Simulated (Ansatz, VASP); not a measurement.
CoO in VASP and in Ansatz

```
Co O
1.0
     2.62194    0.00000    0.00000
     0.00000    2.57053    0.00000
     0.00000    0.00000    2.57053
Co O
1 1
Direct
  0.00000 0.00000 0.00000
  0.50000 0.50000 0.50000
```

Change from the starting cell: strain = 0.02.

Alike in both runs: task relaxation of the atoms; functional PBE; k mesh 7 × 7 × 7; occupations fermi-dirac, width 0.05 eV; collinear spin, ferromagnetic start.

|  | VASP | Ansatz |
| --- | --- | --- |
| version | VASP 6.6.1 | Ansatz 0.2.0 |
| potentials or method | VASP PAW PBE potentials, release 64 (Co, O) | Ansatz PAW |
| plane-wave cutoff (eV) | 520 | 420 |
| valence electrons in the cell | 15 | 23 |

```csv
,VASP,Ansatz,Ansatz less VASP
"gap on the k mesh at the Fermi level, each at its own relaxed structure (eV)",none,none,-
net moment per atom (μB),1.50,1.50,0.000
size of the moment on the site where the two differ most (μB),0.45,0.47,+0.024
```

Site moments also hang on the region over which each program counts them. A gap of «none» marks a metal or a gap that the smearing closes. The two sets of potentials don't hold the same shells in valence.

Caveats: the relaxation stopped at its first step, so nothing moved; a cell with one magnetic atom can't hold antiferromagnetic order, which such compounds often take; semilocal functionals often make such compounds metallic where correlation or magnetic order opens a gap, which also shifts bond lengths.
